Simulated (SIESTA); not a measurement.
CoO:

```
CELL_PARAMETERS angstrom
3.19765 0.00000 0.00000
-1.59882 2.76924 0.00000
0.00000 0.00000 5.22871
ATOMIC_POSITIONS crystal
Co 0.33333 0.66667 0.50336
Co 0.00000 0.00000 0.00347
O 0.33333 0.66667 0.87156
O 0.00000 0.00000 0.37161
```

Measurements of this composition are mostly on another form, of space group No. 225.

* Program: SIESTA 5.4.2
* Task: single point
* Functional: PBE
* Potentials or basis: PseudoDojo 0.4 standard (PBE files)
* Basis: DZP (energy shift 0.003 Ry; two zetas on semicore shells)
* Grid cutoff: 800 Ry
* Energy shift: 0.003 Ry
* k mesh: 10 × 10 × 5
* Occupations: fermi-dirac, width 0.05 eV
* Spin: collinear spin, ferromagnetic start
* Starting moments: [2.0, 2.0, 0.0, 0.0] μB

On this cell: pressure 2.3 GPa; largest force 0.314 eV/Å; net moment 5.92 μB per cell; site moments Co +2.56; O +0.39 μB; band gap on the k mesh none (metal or under the smearing width).

The same run follows on a disturbed copy (atoms moved at random, drawn with an rms of 0.05 Å):

```
Co O
1.0
     3.19765    0.00000    0.00000
    -1.59882    2.76924    0.00000
     0.00000    0.00000    5.22871
Co O
2 2
Direct
  0.33601 0.67748 0.49595
  0.01168 0.00692 0.00128
  0.34259 0.66310 0.86246
  0.98410 0.97670 0.37058
```

Q: What changes?

A: The energy (extrapolated to zero smearing) moves by +9.1 meV/atom; pressure 2.4 GPa; largest force 0.563 eV/Å; net moment 5.90 μB per cell; site moments Co +2.55, +2.56; O +0.40, +0.39 μB; band gap on the k mesh none (metal or under the smearing width).

Forces in eV/Å, atoms in the order of the input:
```
Co  -0.075 -0.501 -0.185
Co   0.055 -0.130 -0.385
O   -0.052  0.111  0.550
O    0.071  0.520  0.020
```

Stress tensor (GPa, compression positive):
```
 3.08  0.58 -0.03
 0.58 -0.50 -1.61
-0.03 -1.61  4.65
```

Caveats: short orbitals over semicore shells can move pressures by several GPa; the basis of atomic orbitals isn't converged, which shifts pressures, moduli and gaps; semilocal functionals often make such compounds metallic where correlation or magnetic order opens a gap, which also shifts bond lengths.
